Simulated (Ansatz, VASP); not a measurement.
Rh: VASP beside Ansatz

The input INCAR:

```
PREC     = Accurate       # precision mode
ENCUT    = 600            # plane-wave cutoff, eV
EDIFF    = 1E-6           # SCF threshold, eV
ISMEAR   = -1             # smearing method
SIGMA    = 0.05           # smearing width, eV
LREAL    = F              # projectors in reciprocal space
LASPH    = T              # aspherical terms in the spheres
NELM     = 60             # most SCF steps
ALGO     = Normal         # electronic algorithm
ISIF     = 3              # what is computed and relaxed
LWAVE    = F              # write WAVECAR
LCHARG   = F              # write CHGCAR
GGA      = B5             # functional
ALDAX    = 1.0          
AGGAX    = 1.0          
AGGAC    = 1.0          
ALDAC    = 0.0          
IVDW     = 13             # dispersion correction
VDW_S6   = 1.0          
VDW_S8   = 2.34076671   
VDW_A1   = 0.44488865   
VDW_A2   = 4.0933009    
IBRION   = 2              # ionic algorithm
NSW      = 60             # ionic steps
EDIFFG   = -0.01          # ionic threshold
```

File KPOINTS:

```
regular mesh
0
Gamma
  12 12 12
```

Contents of POSCAR:

```
Rh
1.0
    0.0000000000      1.8978500000      1.8978500000
    1.8978500000      0.0000000000      1.8978500000
    1.8978500000      1.8978500000      0.0000000000
Rh
1
Direct
    0.0000000000      0.0000000000      0.0000000000
```

Contents of input.yaml:

```yaml
crystal:
  lattice:
    - [0.0, 1.89785, 1.89785]
    - [1.89785, 0.0, 1.89785]
    - [1.89785, 1.89785, 0.0]
  atoms:
    - { symbol: Rh, position: [0.0, 0.0, 0.0] }
hamiltonian:
  xc: blyp
  pseudopotentials: { kind: paw }
  dispersion: d4
kpoints:
  mp_grid: { grid: [12, 12, 12] }
scf:
  occupations: { method: fermi_dirac, width: 0.05 }
output:
  forces: true
  stress: true
relax:
  f_tol: 0.01
  max_steps: 40
  cell: { stress_tol: 0.05 }
```

Alike in both runs: task relaxation of cell and atoms; functional BLYP; dispersion D4; k mesh 12 × 12 × 12; occupations fermi-dirac, width 0.05 eV; no spin polarisation.

```csv
,VASP,Ansatz
version,VASP 6.6.1,Ansatz 0.2.0
potentials or method,"VASP PAW PBE potentials, release 64 (Rh_pv)",Ansatz PAW
plane-wave cutoff (eV),600,420
valence electrons in the cell,15,17
```

Ansatz gave:

* relaxed volume (Å³/atom): 13.79
* relaxed cell length with the largest relative difference (Å): 2.692
* energy change over the relaxation (meV/atom): -1

Problem. What did VASP give for the same quantities?

Solution. Relaxed volume (Å³/atom): 13.82; relaxed cell length with the largest relative difference (Å): 2.694; energy change over the relaxation (meV/atom): -1.

The two sets of potentials don't hold the same shells in valence.

Caveats: the PAW data sets were made with another functional, which shifts forces and pressure a little (VASP); pairwise dispersion overbinds metals, which lowers pressure and volume (VASP); the plane-wave basis is chosen anew once the cell has moved, so the energies of steps on either side of that aren't comparable (Ansatz); the PAW data sets come from PBE, with cores solved anew for the run's functional, which leaves a small shift of forces and pressure (Ansatz). Zero-point motion and thermal expansion aren't in these numbers.
